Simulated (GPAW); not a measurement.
# Collinear magnetic orders of Fe2 V1 Fe2 001 with GPAW

Does Fe2 V1 Fe2 001 prefer parallel or opposed moments, or none?

Main program and level: GPAW 26.7.0; PBE; plane waves with GPAW's PAW setups, scalar-relativistic.

Most raw output is cut from this account.

## 1. The structure

The cell holds 5 atoms: 4 Fe and 1 V. Its edges and angles: a = 3.024 Å, b = 3.024 Å, c = 17.384 Å, α = 90.0°, β = 90.0°, γ = 90.0°. ideal sites on the substrate's mesh, layer spacings from atomic volumes, unrelaxed, 12 A of vacuum. Vacuum lies along c.

## 2. Start 1: ferro ++++

Parallel moments need no larger cell; this start tests for a ferromagnetic state only.

order1.py reads:

```python
import json
import numpy as np
from ase import Atoms
from ase.parallel import paropen, parprint
from gpaw import GPAW

atoms = Atoms(['Fe', 'Fe', 'V', 'Fe', 'Fe'],
    cell=[[3.024, 0.0, 0.0],
         [0.0, 3.024, 0.0],
         [0.0, 0.0, 17.3835]],
    scaled_positions=[[0.0, 0.0, 0.345155],
         [0.5, 0.5, 0.419385],
         [0.0, 0.0, 0.5],
         [0.5, 0.5, 0.580615],
         [0.0, 0.0, 0.654845]],
    pbc=True,
    magmoms=[2.6, 2.6, 0.0, 2.6, 2.6])
atoms.calc = GPAW(mode={'name': 'pw', 'ecut': 450},
    xc='PBE',
    kpts={'size': (20, 20, 1), 'gamma': True},
    occupations={'name': 'fermi-dirac', 'width': 0.05},
    convergence={'density': 1e-05, 'energy': 1e-05},
    maxiter=250,
    mixer={'name': 'pulay', 'beta': 0.03, 'nmaxold': 8, 'weight': 100},
    symmetry={'tolerance': 1e-4},
    txt='order1.txt')
e = atoms.get_potential_energy(force_consistent=True)
res = {'free_energy': e, 'energy_sigma0': atoms.get_potential_energy(), 'fermi_energy': atoms.calc.get_fermi_level()}
res['moments'] = atoms.get_magnetic_moments().tolist()
res['total'] = atoms.get_magnetic_moment()
parprint('site moments (muB):', np.round(res['moments'], 3))
parprint(f"total moment: {res['total']:.3f} muB")
parprint(f'free energy: {e:.6f} eV')
atoms.calc.write('order1.gpw')
with paropen('results.json', 'w') as f:
    json.dump(res, f)
```

Command:

```sh
OMP_NUM_THREADS=1 mpirun -n 4 gpaw python order1.py > order1.log
```

It took 3.5 min on 4 MPI ranks of Arm Neoverse V2, shared host; peak memory 1.1 GiB; 14 min of CPU time.

Spin moment in the augmentation sphere by atom:

```csv
atom,spin moment in the augmentation sphere (μB)
Fe1,2.94
Fe2,2.07
V3,-0.91
Fe4,2.07
Fe5,2.94
```

Read from the output:

- magnetization: 9.205 μB
- final state: ferrimagnetic

After 48 cycles the largest moment stands at 2.94 μB.

## 3. Start 2: antiferro ++--

Reversing part of the moments tests the sign of the couplings between them.

order2.py is the script of step 2 with these lines changed:

```diff
@@ -16,3 +16,3 @@
     pbc=True,
-    magmoms=[2.6, 2.6, 0.0, 2.6, 2.6])
+    magmoms=[2.6, 2.6, 0.0, -2.6, -2.6])
 atoms.calc = GPAW(mode={'name': 'pw', 'ecut': 450},
@@ -25,3 +25,3 @@
     symmetry={'tolerance': 1e-4},
-    txt='order1.txt')
+    txt='order2.txt')
 e = atoms.get_potential_energy(force_consistent=True)
@@ -33,3 +33,3 @@
 parprint(f'free energy: {e:.6f} eV')
-atoms.calc.write('order1.gpw')
+atoms.calc.write('order2.gpw')
 with paropen('results.json', 'w') as f:
```

Command:

```sh
OMP_NUM_THREADS=1 mpirun -n 4 gpaw python order2.py > order2.log
```

Run time: 2.7 min. Hardware: 4 MPI ranks; peak memory 1.1 GiB; 11 min of CPU time.

Spin moment in the augmentation sphere by atom:

```csv
atom,spin moment in the augmentation sphere (μB)
Fe1,2.95
Fe2,1.91
V3,0.00
Fe4,-1.91
Fe5,-2.95
```

This step gave:

```
magnetization : 0 μB
final state   : antiferromagnetic
```

It lies 13.9 meV a seeded atom over the first start, and its largest moment is 2.95 μB against 2.94 μB.

## 4. Run 3 (no spin polarisation)

This run holds no moments, which gives a state to set the others against.

nospin.py is the script of step 3 with these lines changed:

```diff
@@ -15,4 +15,3 @@
          [0.0, 0.0, 0.654845]],
-    pbc=True,
-    magmoms=[2.6, 2.6, 0.0, -2.6, -2.6])
+    pbc=True)
 atoms.calc = GPAW(mode={'name': 'pw', 'ecut': 450},
@@ -25,11 +24,7 @@
     symmetry={'tolerance': 1e-4},
-    txt='order2.txt')
+    txt='nospin.txt')
 e = atoms.get_potential_energy(force_consistent=True)
 res = {'free_energy': e, 'energy_sigma0': atoms.get_potential_energy(), 'fermi_energy': atoms.calc.get_fermi_level()}
-res['moments'] = atoms.get_magnetic_moments().tolist()
-res['total'] = atoms.get_magnetic_moment()
-parprint('site moments (muB):', np.round(res['moments'], 3))
-parprint(f"total moment: {res['total']:.3f} muB")
 parprint(f'free energy: {e:.6f} eV')
-atoms.calc.write('order2.gpw')
+atoms.calc.write('nospin.gpw')
 with paropen('results.json', 'w') as f:
```

Command:

```sh
OMP_NUM_THREADS=1 mpirun -n 4 gpaw python nospin.py > nospin.log
```

The job ended after 63 s (4 MPI ranks; peak memory 0.88 GiB; 4.2 min of CPU time).

Numbers from this step:

```yaml
final_state: non-magnetic (no spin polarisation)
```

It lies 665 meV a seeded atom over the first start.

## 5. Ranking

These are free energies at a smearing of 0.05 eV, so its entropy term is in the differences. They are divided by the number of seeded atoms, so that cells of unlike size compare.

Orders:

```csv
start,final state,typed order kept,energy over the lowest (meV a seeded atom),largest site moment (μB),net moment (μB a primitive cell),mesh matched,CPU time (s)
ferro ++++,ferrimagnetic,yes,0,2.944,9.205,yes,830.5
antiferro ++--,antiferromagnetic,yes,13.85,2.946,0,yes,653.6
no spin polarisation,non-magnetic,-,665.3,0,0,yes,251.6
```

## 6. What came out

- lowest state found: ferrimagnetic (typed ferro ++++)
- largest site moment: 2.94 μB
- next state: antiferromagnetic, 13.9 meV a seeded atom higher
- energy gained by spin polarisation: 665 meV a seeded atom

The lowest state found is ferrimagnetic, reached from the start ferro ++++, with moments up to 2.94 μB. The next state costs 14 meV a seeded atom. This is the lowest of 3 finished starts, no proof of the ground state.

[Logs and program files are shortened in this print: banners, set-up blocks, solver, clock and traceback lines can be left out without a mark of their own.]

[Logs are printed without paths, hosts, clocks, repeated set-up lines and the standing remarks that a program may print on its own settings, such as how far it seeks lower states.]

[Hosts, paths, dates, database ids (printed as entryN), source tags and the programs' standing remarks are cut or masked in the printed files.]

[Where a cell is said to come from a database of computed structures, the database is the Materials Project.]
